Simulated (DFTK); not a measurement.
A run of DFTK 0.8.2 is set up as follows.

The input run.jl:

```julia
using DFTK
using PseudoPotentialData
using Unitful, UnitfulAtomic
using LinearAlgebra, Printf
include("save.jl")
disable_threading()

# lattice vectors are the columns
lattice = austrip(1u"Å") * [  3.6913825498  -1.8456912749            0.0;
                      0.0   3.1968310632            0.0;
                      0.0            0.0     6.04107701]
symbols   = [:Zr, :S, :S]
positions = [[0.0, 0.0, 0.0],
             [0.3333333333, 0.6666666667, 0.23790997],
             [0.6666666667, 0.3333333333, 0.76209003]]
pseudopotentials = Dict(:S => "S.upf", :Zr => "Zr.upf")
elements = Dict(s => ElementPsp(s, pseudopotentials; rcut=10.0) for s in unique(symbols))
atoms    = [elements[s] for s in symbols]

build_model(lattice, positions; symmetries=true) =
    model_DFT(lattice, atoms, positions;
              functionals=[:gga_x_b88, :gga_c_lyp],
              temperature=austrip(0.05u"eV"),
              smearing=Smearing.FermiDirac(),
              symmetries)
Ecut  = 45.0  # hartree
kgrid = [6, 6, 4]
tol   = 1e-6
to_GPa = ustrip(uconvert(u"GPa", 1u"hartree/bohr^3"))

model = build_model(lattice, positions)
basis = PlaneWaveBasis(model; Ecut, kgrid)
display(basis)
scfres = self_consistent_field(basis;
                               tol,
                               nbandsalg=AdaptiveBands(model; n_bands_converge=17))
display(scfres.energies)
@printf "Fermi level: %.6f eV\n" ustrip(auconvert(u"eV", something(scfres.εF, NaN)))
forces = compute_forces_cart(scfres)
println("Forces (eV/Å)")
for (s, f) in zip(symbols, forces)
    @printf "%-3s %12.6f %12.6f %12.6f\n" s ustrip.(auconvert.(u"eV/Å", f))...
end
stress = compute_stresses_cart(scfres)
println("Stress (GPa)")
display(round.(stress * to_GPa; digits=4))
println("Levels at the first k-point (eV): ", round.(ustrip.(auconvert.(u"eV", scfres.eigenvalues[1][1:scfres.n_bands_converge])); digits=4))
save_scf!(scfres; forces, stress)

points = Dict("G" => [0.0, 0.0, 0.0], "A" => [0.0, 0.0, 0.5], "H" => [0.3333333333, 0.3333333333, 0.5], "K" => [0.3333333333, 0.3333333333, 0.0], "L" => [0.5, 0.0, 0.5], "M" => [0.5, 0.0, 0.0])
segments = [("G", "M", 6), ("M", "K", 4), ("K", "G", 7), ("G", "A", 3), ("A", "L", 6), ("L", "H", 4), ("H", "A", 7), ("L", "M", 3), ("K", "H", 3)]
kcoords = vcat([[points[a] + t * (points[b] - points[a]) for t in range(0, 1, n)] for (a, b, n) in segments]...)
bands = compute_bands(scfres, ExplicitKpoints(kcoords); n_bands=19, tol=1e-5)
for (k, ε) in zip(bands.basis.kpoints, bands.eigenvalues)
    @printf "%d %8.4f %8.4f %8.4f " k.spin k.coordinate...
    println(join([@sprintf("%9.4f", e) for e in ustrip.(auconvert.(u"eV", ε .- scfres.εF))]))
end
results["band_energies"] = rows(bands.eigenvalues); results["band_kpoints"] = rows(kcoords)
```

Potentials or basis: SG15 1.2 (PBE).

Launch:

```sh
$ julia --threads=1 run.jl  # save.jl only writes the numbers to a file and isn't shown; printed stress counts tension as positive; times include loading and compiling
```

(1) Estimate the band gap along the path.

(2) What does it give for the band gap on the k mesh?

(3) Estimate the largest force.

(4) What does it give for the pressure?

Results:

(1) 1.07 eV, indirect (least direct gap 1.63 eV).

(2) 1.12 eV, indirect (least direct gap 1.63 eV).

(3) 0.255 eV/Å.

(4) 4.1 GPa.

Caveat: the potentials were made for another functional, which shifts forces and pressure; this functional lacks dispersion, which binds the layers, so the pressure and a relaxed spacing across them are unreliable.

**The experiment to reproduce.**

“Stress-Tuned Optical Transitions in Layered 1T-MX2 (M= Hf, Zr, Sn; X= S, Se) Crystals”, 2022, arxiv:2210.12074 quotes, for a bulk crystal of ZrS2: band gap 1.68 eV (indirect).

Against the measured gap of ZrS2, 1.68 eV (indirect; quoted in “Stress-Tuned Optical Transitions in Layered 1T-MX2 (M= Hf, Zr, Sn; X= S, Se) Crystals”, 2022, arxiv:2210.12074), the calculated 1.07 eV is off by -0.61 eV. Spin-orbit coupling on Zr is left out. The value is that of BLYP, without temperature or zero-point motion. Semilocal functionals fall short of measured gaps as a rule. The cell is a database's relaxed one, not the measured one, which moves gaps too.
